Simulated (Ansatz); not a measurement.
# BN (P6_3/mmc): the size of the finite step

```yaml
crystal:
  lattice:
    - [2.50435, 0.00000, 0.00000]
    - [-1.25218, 2.16883, 0.00000]
    - [0.00000, 0.00000, 7.01615]
  atoms:
    - { symbol: B, position: [0.33333, 0.66667, 0.25000] }
    - { symbol: B, position: [0.66667, 0.33333, 0.75000] }
    - { symbol: N, position: [0.33333, 0.66667, 0.75000] }
    - { symbol: N, position: [0.66667, 0.33333, 0.25000] }
```

Level of theory, where no other is named: PBEsol, PAW on Ansatz 0.2.0's default frozen-core files (fitted under PBE), scalar-relativistic. k mesh 10×10×4, strains of ±0.003, fixed occupations, cutoff 420 eV. The cell was relaxed by PAW under this functional, which moved its volume by +6 % from the database entry's.

(1) Elastic constants come from stresses at strains of ±0.003 (two-point stencil): C11 = 830.9, C12 = 194.8, C13 = 1.6, C33 = 10.7, C44 = 2.9 GPa. What does an amplitude of 0.08 give?

Answers

(1) C11 = 842.2, C12 = 202.0, C13 = 1.5, C33 = 12.6, C44 = 2.4 GPa. A large step picks up anharmonic terms.

Limits of these numbers: frozen-core PAW files fitted under PBE, their cores solved anew for the functional of the run; no dispersion correction, so the spacing and stiffness between layers or molecules are poor.
